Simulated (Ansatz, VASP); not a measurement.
**Ge: VASP beside Ansatz**

Contents of INCAR:

```
PREC = Accurate ; ENCUT = 520
EDIFF = 1E-7 ; ISMEAR = -1
SIGMA = 0.05 ; LREAL = F
LASPH = T ; NELM = 80
ALGO = Normal ; ISIF = 2
LWAVE = F ; LCHARG = F
GGA = PS ; NBANDS = 36
```

The input KPOINTS:

```
Automatic mesh
0
Gamma
  8 8 3
```

The input POSCAR:

```
Ge
1.0
    4.0504045371      0.0000000000      0.0000000000
   -2.0252022685      3.5077532247      0.0000000000
    0.0000000000      0.0000000000     10.9933590000
Ge
4
Direct
    0.6643410000      0.3385980000      0.4121060000
    0.3338980000      0.6642800000      0.9108540000
    0.0066840000      0.0065830000      0.4808650000
   -0.0066050000     -0.0188030000      0.9795510000
```

input.yaml

```yaml
crystal:
  lattice:
    - [4.0504045371, 0.0, 0.0]
    - [-2.0252022685, 3.5077532247, 0.0]
    - [0.0, 0.0, 10.993359]
  atoms:
    - { symbol: Ge, position: [0.664341, 0.338598, 0.412106] }
    - { symbol: Ge, position: [0.333898, 0.66428, 0.910854] }
    - { symbol: Ge, position: [0.006684, 0.006583, 0.480865] }
    - { symbol: Ge, position: [-0.006605, -0.018803, 0.979551] }
hamiltonian:
  xc: pbesol
  pseudopotentials: { kind: paw }
kpoints:
  mp_grid: { grid: [8, 8, 3] }
scf:
  occupations: { method: fermi_dirac, width: 0.05 }
output:
  forces: true
  stress: true
  eigenvalues: true
```

Change from the starting cell: atoms moved at random, drawn with an rms of 0.05 Å.

Alike in both runs: task single point; functional PBEsol; k mesh 8 × 8 × 3; occupations fermi-dirac, width 0.05 eV; no spin polarisation.

|  | VASP | Ansatz |
| --- | --- | --- |
| version | VASP 6.6.1 | Ansatz 0.2.0 |
| potentials or method | VASP PAW PBE potentials, release 64 (Ge_d) | Ansatz PAW |
| plane-wave cutoff (eV) | 520 | 420 |
| valence electrons in the cell | 56 | 56 |

|  | VASP | Ansatz | Ansatz less VASP |
| --- | --- | --- | --- |
| gap on the k mesh at the Fermi level (eV) | 0.34 | 0.33 | -0.004 |
| least direct gap on the mesh (eV) | 0.58 | 0.58 | 0.000 |
| pressure (GPa) | -1.9 | -1.9 | +0.05 |
| largest component of the traceless stress (GPa) | 0.80 | 0.79 | -0.013 |
| rms of the force components (eV/Å) | 0.359 | 0.358 | -0.0006 |

Atom by atom the forces differ by 0.002 eV/Å (rms over components).

Caveats: the PAW data sets were made with another functional, which shifts forces and pressure a little (VASP); an odd mesh through Γ misses points on the zone boundary, where band edges often lie (VASP); odd divisions of the mesh miss points on the zone boundary, where band edges often lie, so the gap on the mesh can be too wide (Ansatz); the PAW data sets come from PBE, with cores solved anew for the run's functional, which leaves a small shift of forces and pressure (Ansatz).
